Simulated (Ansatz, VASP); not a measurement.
**One calculation of Re, two programs**

File INCAR:

```
SYSTEM = Re
PREC = Accurate
ENCUT = 600
EDIFF = 1E-6
ISMEAR = 0
SIGMA = 0.1
LREAL = .FALSE.
LASPH = .TRUE.
NELM = 60
ALGO = Fast
ISIF = 3
LWAVE = .FALSE.
LCHARG = .FALSE.
GGA = PE
IBRION = 2
NSW = 90
EDIFFG = -0.04
```

Contents of KPOINTS:

```
Automatic mesh
0
G
  6 6 6
  0 0 0
```

Contents of POSCAR:

```
Re
1.0
    3.8650874558      0.0000000000      0.0000000000
   -1.9325437279      3.3472639245      0.0000000000
    0.0000000000      0.0000000000      3.2946876203
Re
3
Direct
    0.3333333333      0.6666666667      0.5000000000
    0.0000000000      0.0000000000      0.0000000000
    0.6666666667      0.3333333333      0.5000000000
```

Input for Ansatz:

```yaml
crystal:
  lattice:
    - [3.8650874558, 0.0, 0.0]
    - [-1.9325437279, 3.3472639245, 0.0]
    - [0.0, 0.0, 3.2946876203]
  atoms:
    - { symbol: Re, position: [0.3333333333, 0.6666666667, 0.5] }
    - { symbol: Re, position: [0.0, 0.0, 0.0] }
    - { symbol: Re, position: [0.6666666667, 0.3333333333, 0.5] }
basis:
  ecutwfc: 420
kpoints:
  mp_grid: { grid: [6, 6, 6] }
hamiltonian:
  xc: pbe
scf:
  occupations: { method: gaussian, width: 0.1 }
  lower_state_search: "off"
output:
  forces: true
  stress: true
  eigenvalues: true
relax:
  adjacent_minimum: "off"
  f_tol: 0.04
  max_steps: 70
  cell: { stress_tol: 0.4 }
```

Alike in both runs: task relaxation of cell and atoms; functional PBE; k mesh 6 × 6 × 6; occupations gaussian, width 0.1 eV; no spin polarisation.

|  | VASP | Ansatz |
| --- | --- | --- |
| version | VASP 6.6.1 | Ansatz 0.2.0 |
| potentials or method | VASP PAW PBE potentials, release 64 (Re) | scalar-relativistic, plane waves, PAW |
| plane-wave cutoff (eV) | 600 | 420 |
| valence electrons in the cell | 21 | 45 |

```csv
,VASP,Ansatz,Ansatz less VASP
"gap on the k mesh at the Fermi level, each at its own relaxed structure (eV)",none,none,-
relaxed volume (Å³/atom),15.16,15.18,+0.020
relaxed cell length with the largest relative difference (Å),4.381,4.385,+0.0040
energy change over the relaxation (meV/atom),-1378,-1437,-58.4
```

A gap of «none» marks a metal or a gap that the smearing closes. The two sets of potentials don't hold the same shells in valence.

Spin-orbit coupling is left out, which matters for the levels of Re.
